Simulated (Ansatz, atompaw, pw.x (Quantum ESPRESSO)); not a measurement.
# Li: one change to the PAW (atompaw) potential, in the atom and in the sc crystal

```json
{"Element": "Li", "Generator": "atompaw 4.2.0.5", "Type": "PAW", "Functional": "PBE", "Relativity": "scalar-relativistic", "Frozen core": "[He]", "Valence charge": "1", "Reference configuration": "2s1 2p0", "Partial waves": "2s (bound): rc 3.00 bohr; 2s channel at 0.15 Ry: rc 2.85 bohr; 2p (bound, empty): rc 3.00 bohr; 2p channel at 1.05 Ry: rc 3.00 bohr", "Local potential": "vpsmatchnc scheme with l = 2 at 0 Ry, radius 2.15 bohr", "Core correction": "smooth core density matched at 1.80 bohr", "Augmentation charge": "sinc compensation charge, radius 2.45 bohr; PAW radius 3.00 bohr; waves and projectors: custom rrkj vanderbiltortho"}
```

Change: wave 2s channel at 0.15 Ry: rc 2.85 bohr becomes 2s channel at 6.76 Ry: rc 2.85 bohr.

Cutoffs, loose and tight: the cutoffs (Ry, on a coarse ladder) from which the occupation-weighted sum of valence levels, in a spherical-Bessel basis at the reference potential, stays within 10 and 1 mRy of its value at 400 Ry. They see the waves and projectors alone, not the compensation charge or the core.

Crystal test: sc Li in pw.x 7.5, no spin, 12³ k-points, Fermi–Dirac smearing 0.01 Ry, cutoffs set for each file from its atomic test. The reference is all-electron LAPW (Ansatz 0.2.0) with the same functional, mesh and smearing; V0 and B0 come from Birch–Murnaghan fits to the pressures at five volumes. Errors are pseudo minus all-electron; Δ is the rms difference of the E(V) curves that follow from these fits, minima aligned, over ±6 % about the mean V0. Mesh and smearing are coarse, so the numbers serve the comparison and aren't converged zero-temperature values; the lattice is a test structure that the element need not adopt.

All-electron: a0 = 2.736 Å (V0 = 20.48 Å³/atom), B0 = 12.1 GPa.

Q: Does the change bring the crystal closer to the all-electron result?

A: The mean pressure error goes from -0.02 to -0.22 GPa, so the change moves the solid further from the all-electron pressures.

| quantity | base | changed |
| --- | --- | --- |
| outcome (atom) | generated | generated |
| cutoff, loose (atom) | 6 Ry | 6 Ry |
| cutoff, tight (atom) | 6 Ry | 6 Ry |
| bound ghosts (atom) | none | none |
| cutoffs in pw.x (Ry) | 40/400 | 40/400 |
| a0 (Å) | 2.734 | 2.720 |
| a0 error (%) | -0.06 | -0.60 |
| B0 error (%) | +0.9 | +4.6 |
| Δ (meV/atom) | 0.1 | 1.0 |
| mean pressure error (GPa) | -0.02 | -0.22 |

Base: The largest radius (3.00 bohr) exceeds half the bond length (2.59 bohr), so the spheres overlap, which is one possible source of error among others. Changed file: The largest radius (3.00 bohr) exceeds half the bond length (2.59 bohr), so the spheres overlap, which is one possible source of error among others. This is a poor potential for the solid. The atomic cutoffs weigh occupied waves only.
